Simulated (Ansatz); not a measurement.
Y (P6_3/mmc), an elastic constant from a strain scan

These are results of DFT PBE, scalar-relativistic, plane waves, PAW in Ansatz 0.2.0, not measurements. Settings: plane waves to 420 eV, k-mesh 15×15×8 (Γ-centred), Gaussian smearing 0.15 eV. No spin polarisation. Energies are free energies at this smearing, counted from the undisturbed cell; pressure is positive in compression.

The starting cell (as given, not relaxed at this level; it stands at -0.4 GPa):

```yaml
crystal:
  lattice:
    - [3.65150, 0.00000, 0.00000]
    - [-1.82575, 3.16229, 0.00000]
    - [0.00000, 0.00000, 5.74740]
  atoms:
    - { symbol: Y, position: [0.33333, 0.66667, 0.25000] }
    - { symbol: Y, position: [0.66667, 0.33333, 0.75000] }
```

The cell is strained by ε times the Voigt pattern (0, 0, 0, 0, 0, 1) (xx, yy, zz, yz, xz, xy; engineering shear) with fractional coordinates fixed. The cell holds 2 atoms in V0 = 66.37 Å³. The stress column is τ = (1/V0) dE/dε, got from the stress tensor σ (compression positive) at each point as −det(1 + εP) σ : P(1 + εP)⁻¹, with P the pattern as a tensor.

| ε | ΔE (meV/atom) | τ (GPa) |
| --- | --- | --- |
| -0.0400 | ? | ? |
| -0.0200 | 1.193 | -0.575 |
| 0.0000 | 0.000 | 0.000 |
| 0.0100 | 0.299 | 0.288 |
| 0.0300 | 2.681 | 0.861 |

**Question.** Which combination of elastic constants does this scan measure, and how large is it?

**Answer.** For small ε, τ = τ0 + Kε with K = pᵀCp, which for this pattern is C66 in the Cartesian frame shown. The parabola through τ at ε = -0.0200, 0 and 0.0100 has slope K = 28.8 GPa at zero. The energies per cell, E = NΔE, of the same two points give K = 2[E(ε₊)/ε₊ − E(ε₋)/ε₋]/[(ε₊ − ε₋)V0] = 28.8 GPa, in agreement. These are clamped-ion values.

**Question.** Predict the withheld row at ε = -0.0400 from the harmonic law, and compare.

**Answer.** ΔE = V0(τ0 ε + Kε²/2)/N = 4.772 meV/atom and τ = -1.15 GPa. The calculation gives 4.759 meV/atom and -1.14 GPa, a miss of 0.3 % of the harmonic energy, so the harmonic law still holds here.

Forces appear on the atoms along this scan, and letting them relax would lower the energy and soften the response. In a metal these slopes depend on the k mesh and the smearing.